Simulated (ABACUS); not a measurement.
Runs of ABACUS 3.10.1 on LiCl. The structure is cubic, space group Fm-3m (No. 225). The conventional cell has a = 5.130 Å, b = 5.130 Å, c = 5.130 Å, α = 90.00°, β = 90.00°, γ = 90.00°. Cl (site symmetry m-3m) has 6 Li at 2.56 Å as nearest neighbours. Li (site symmetry m-3m) is surrounded by 6 Cl at 2.56 Å. 

```csv
task,potentials or basis,cell,k mesh,cutoff (eV),SCF threshold on the density,eigensolver,symmetry key,threshold of the eigensolver,path,gap on the mesh (eV),pressure (GPa),V0 of scaled cells (Å³/atom),B0 (GPa)
equation of state,"PseudoDojo NC SR 0.5 PBE stringent, plane waves",as given,7 × 7 × 7,1320,1e-08,dav,1,-,-,-,-,(a),32
single point,"PseudoDojo NC SR 0.4.1 PBE standard, DZP LCAO (the cutoffs set its grid)",as given,9 × 9 × 9,1361,1e-07,genelpa,1,-,-,6.60,0.9,-,-
single point,"PseudoDojo NC SR 0.5 PBE stringent, plane waves",as given,7 × 7 × 7,1320,1e-08,dav,1,-,-,6.33,0.4,-,-
equation of state,"PseudoDojo NC SR 0.4.1 PBE standard, DZP LCAO (the cutoffs set its grid)",as given,9 × 9 × 9,1361,1e-07,genelpa,1,-,-,-,-,(b),31
single point,"PseudoDojo NC SR 0.4.1 PBE standard, DZP LCAO (the cutoffs set its grid)","atoms moved at random, drawn with an rms of 0.05 Å",9 × 9 × 9,1361,1e-07,genelpa,1,-,-,6.58,1.1,-,-
```

Alike in all rows: level PBE; no spin polarisation; smearing fermi-dirac 0.05 eV.

Problem. Fill in the values left out.

Solution. (a) 17.07; (b) 17.35.

Caveats: the atomic orbitals were generated for these runs and aren't a published set (some runs); an odd mesh through Γ misses points on the zone boundary, where band edges often lie (some runs); the basis of atomic orbitals isn't converged, which shifts pressures, moduli and gaps (some runs).
